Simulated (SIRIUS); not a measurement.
## CdSe under changes of volume

One of the cells (29.521 Å³/atom); the others are scaled copies at fixed shape and fractional positions:

```xyz
2
Lattice="0.0000 3.0906 3.0906 3.0906 0.0000 3.0906 3.0906 3.0906 0.0000" Properties=species:S:1:pos:R:3 pbc="T T T"
Cd    0.0000    0.0000    0.0000
Se    1.5453    1.5453    1.5453
```

Measurements of this composition are mostly on another form, of space group No. 186.

| Quantity | Value |
| --- | --- |
| Program | SIRIUS 7.12.0 |
| Functional | PBEsol |
| Potentials or basis | all-electron FP-LAPW |
| Cutoff | 173 eV |
| Basis | apw+lo standard |
| k mesh | 8 × 8 × 8 |
| Occupations | fermi-dirac, width 0.05 eV |
| Spin | no spin polarisation |

| volume (Å³/atom) | energy over the lowest point (meV/atom) | gap on the mesh (eV) |
| --- | --- | --- |
| 27.206 | 4.45 | 0.54 |
| 27.784 | 0.27 | 0.50 |
| 28.363 | 0.00 | 0.46 |
| 29.521 | 10.15 | 0.38 |
| 30.100 | 19.81 | 0.34 |
| 30.679 | ? | ? |

What does the run at 30.679 Å³/atom give?

Energy over the lowest point 32.04 meV/atom; gap on the mesh 0.31 eV.

Worked out: A Birch-Murnaghan fit of order 3 (a polynomial in V^(-2/3)) to the other rows has its minimum at 28.10 Å³/atom with B0 = V·E''(V) = 51 GPa and B' = 3.8. It gives 32.20 meV/atom at 30.679 Å³/atom, against the run's 32.04. A straight line through the other rows of the gap, of slope -1.98 eV per unit of ln V (its deformation potential), extrapolates to 0.30 eV, against the run's 0.31.

Energies are extrapolated to zero smearing.

Spin-orbit coupling on Cd, Se is left out.
